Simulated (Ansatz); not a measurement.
Crystal: MoS2.

```xyz
3
Lattice="1.5800 0.9122 6.1500 -1.5800 0.9122 6.1500 0.0000 -1.8244 6.1500" Properties=species:S:1:pos:R:3 pbc="T T T"
Mo    0.0000    0.0000    0.0000
S     0.0000    0.0000    7.6936
S     0.0000    0.0000    4.6125
```

Measurements of this composition are mostly on another form, of space group No. 194.

A run of Ansatz 0.2.0 on this cell left the log below. Logs are shortened: lines on timing, memory, paths and dates and some standing lists are left out, and cuts for length are marked.

```text
Warning: RAYON_NUM_THREADS=2 ignored (pool sized by the plan → 2); use --threads N
basis.fft_grid_basis auto: the FFT boxes are laid along the combinations [[1, 0, -1], [0, 1, -1], [0, 0, 1]] of the cell's own vectors, 3.160, 3.160 and 6.415 Å long. The dense box has 24×24×45 points. Along the cell's own vectors, as sized, it would have 45×45×45, 3.52 times as many. Of the 6 symmetry operations that the crystal satisfies within crystal.symmetry.tolerance (time reversal apart; of a slab, those that keep its plane) the dense box along the cell's own vectors carries 6, and the one as laid loses 4 of those. basis.fft_grid_basis: typed keeps the cell's own vectors: state it where this run's energies or levels are differenced outside the engine with another run's, or held beside a run that keeps those vectors.
scf.n_extra_bands = 7 over 26 filled bands (N_el = 26.0): the run solves 33 bands
Engine: ansatz 0.2.0, x86_64-unknown-linux-gnu
Pseudopotentials: kind: paw_fr
Pseudopotential: Mo, paw_fr, valence charge 14, recommended cutoff 420 eV (normal), Mo.paw.azcp#standard-fr
Pseudopotential: S, paw_fr, valence charge 6, recommended cutoff 420 eV (normal), S.paw.azcp#standard-fr
Functional definition: SPW92
  exchange = slater_x
  correlation = pw_c
non-collinear run that drives no moment, with spin-orbit: no starting moment large enough to seed its density (crystal.atoms[].spin), no starting occupations that ask for one, no magnetisation constraint and no magnetic field, so the semilocal B_xc is pinned to zero
Crystal: 3 atoms, lattice volume = 53.184 Å³
Basis set: ecut = 420 eV, 1011 PW (Γ), FFT grids on a1−a3, a2−a3, a3
Bands: 33, of which v1, the nominal top of the filled ones, is band 26 counted from 1 (25 counted from 0)
Symmetry: 6 space group operations + 6 with time reversal
Magnetic group: BNS 160.66 (UNI 1296), of the structure as read, at distance tolerance 3.8e-5 Å
k-points: 44 of 343 (time reversal used)
Projection manifold: j_resolved (fully-relativistic pseudo-atomic orbitals)
Non-local potential: Mo, projectors of the file, l = 0: 3, l = 1: 4, l = 2: 4, l = 3: 2
Non-local potential: S, projectors of the file, l = 0: 2, l = 1: 4, l = 2: 4
PAW form: soft (Blöchl's): semilocal exchange-correlation on the pseudo side does not see the compensation charge
[... 28 lines left out ...]
Internal energy: -6586.008394 eV  (E = F + TS)
E sigma→0 (E₀):  -6586.008395 eV
Entropy (-TS):   -0.000002 eV (-0.001 meV/atom)
Fermi energy:    11.299394 eV
--- Per-component energies (eV) ---
  E_band       = -159.714969
  E_kinetic    = 658.242550
  E_local      = -1997.106989  (includes V_loc(G=0)·N_el)
  E_nonlocal   = 205.936891
  E_hartree    = 768.576084
  E_xc         = -376.311769
  E_vxc        = -405.929307  (∫ρ·V_xc dr)
  E_paw        = -4227.724095  (= ΣΔE_a)
  E_vpaw       = -158.011535  (= ΣTr[D̂ρ^β])
  E_aug_tail   = 0.000022  (compensation charges beyond the density's cutoff)
  E_ewald      = -1618.402598
  E_core_change = 0.781510  (= ΣΔE_core)
  E_smearing   = -0.000002  (= −TS)
  E_closure    = -0.000000  (closes the sum)
  Σ components = -6586.008396   (vs F -6586.008396, Δ=0.00e0)
--- Forces (eV/Å), atoms counted from 1 ---
  atom   1  Mo     0.00000000    -0.00000000     0.08348370
  atom   2  S      0.00000000     0.00000000    -0.00150788
  atom   3  S      0.00000000    -0.00000000    -0.08188385
  max |Σ_I F_I| component: 9.20e-5 eV/Å
--- Stress (GPa, compression-positive) ---
       -3.254313       0.000000       0.000000
        0.000000      -3.254313       0.000000
       -0.000000       0.000000      -0.761952
  P = ⅓ Tr σ = -2.4235 GPa (-24.235 kbar)
--- Band table (eV; the first three rows and the last of 44) ---
  k-point 0: bands = ["-50.5660", "-50.5660", "-26.3929", "-26.3929", "-23.9337", "-23.9337", "-23.7614", "-23.7614", "-4.2350", "-4.2350", "-2.4852", "-2.4852", "3.8036", "3.8036", "7.3280", "7.3280", "7.3943", "7.3943", "8.4600", "8.4600", "8.5476", "8.5476", "9.5984", "9.5984", "9.6523", "9.6523", "12.8180", "12.8180", "12.9011", "12.9011", "13.3000", "13.3000", "13.3025"]
  k-point 1: bands = ["-50.5580", "-50.5580", "-26.4141", "-26.4139", "-23.9451", "-23.9448", "-23.8110", "-23.8110", "-3.9208", "-3.9204", "-2.3919", "-2.3918", "4.1522", "4.1527", "6.7664", "6.7675", "7.6070", "7.6111", "7.6913", "7.6923", "8.0620", "8.0623", "9.5300", "9.5395", "9.8248", "9.8274", "12.4496", "12.4524", "12.8266", "12.8288", "12.9783", "12.9913", "13.3414"]
  k-point 2: bands = ["-50.5401", "-50.5401", "-26.4649", "-26.4646", "-24.0065", "-24.0060", "-23.8791", "-23.8790", "-3.1231", "-3.1215", "-2.1574", "-2.1556", "4.5930", "4.5938", "5.9591", "5.9839", "6.3636", "6.3927", "7.3079", "7.3080", "8.4610", "8.4620", "9.0022", "9.0145", "9.1645", "9.1678", "12.0690", "12.0835", "12.5207", "12.5230", "13.6215", "13.6231", "14.0171"]
  k-point 43: bands = ["-50.5580", "-50.5580", "-26.4141", "-26.4140", "-23.9451", "-23.9448", "-23.8110", "-23.8110", "-3.6811", "-3.6807", "-2.7737", "-2.7737", "5.1174", "5.1178", "6.7199", "6.7245", "6.7615", "6.7682", "7.6653", "7.6682", "8.0903", "8.0940", "8.7056", "8.7087", "10.2775", "10.2794", "12.6496", "12.6583", "12.8382", "12.8482", "12.9625", "12.9699", "13.4579"]
```

Problem. Write the input and the command behind it.

Solution. Band structure with LDA, spin-orbit coupling, no magnetisation. The files as run (others can give the same):

input.yaml
```yaml
crystal:
  lattice:
    - [1.58, 0.9122134253, 6.15]
    - [-1.58, 0.9122134253, 6.15]
    - [0.0, -1.8244268506, 6.15]
  atoms:
    - { symbol: Mo, position: [0.0, 0.0, 0.0] }
    - { symbol: S, position: [0.417, 0.417, 0.417] }
    - { symbol: S, position: [0.25, 0.25, 0.25] }
hamiltonian:
  xc: lda
  pseudopotentials: { kind: paw_fr }
magnetization:
  noncollinear: true
  spin_orbit: true
kpoints:
  mp_grid: { grid: [7, 7, 7] }
  band_path:
    path:
      - [[0.0, 0.0, 0.0], [0.5, 0.0, 0.0], [0.5, 0.181334009, -0.181334009]]
      - [[0.818665991, 0.5, 0.181334009], [0.5, 0.5, 0.5], [0.0, 0.0, 0.0], [0.3406670045, 0.0, -0.3406670045]]
      - [[0.6593329955, 0.3406670045, 0.0], [0.5, 0.5, 0.0], [0.6593329955, 0.6593329955, 0.181334009], [0.5, 0.5, 0.5]]
      - [[0.5, 0.0, 0.0], [0.818665991, 0.3406670045, 0.3406670045]]
    npoints: 14
scf:
  occupations: { method: fermi_dirac, width: 0.05 }
  n_extra_bands: 7
output:
  forces: true
  stress: true
  eigenvalues: true
  fatbands: true
```

Potentials or basis: Ansatz PAW.
Command:
```bash
$ ansatz run input.yaml --threads 2 --pin off --max-ram 5632MiB --backend cpu --events-out ev --progress --plain --runs-dir out
```

Caveat: the k mesh misses the band edges, so the gap on the mesh is wider than the one along the path; the PAW data sets come from PBE, with cores solved anew for the run's functional, which leaves a small shift of forces and pressure.
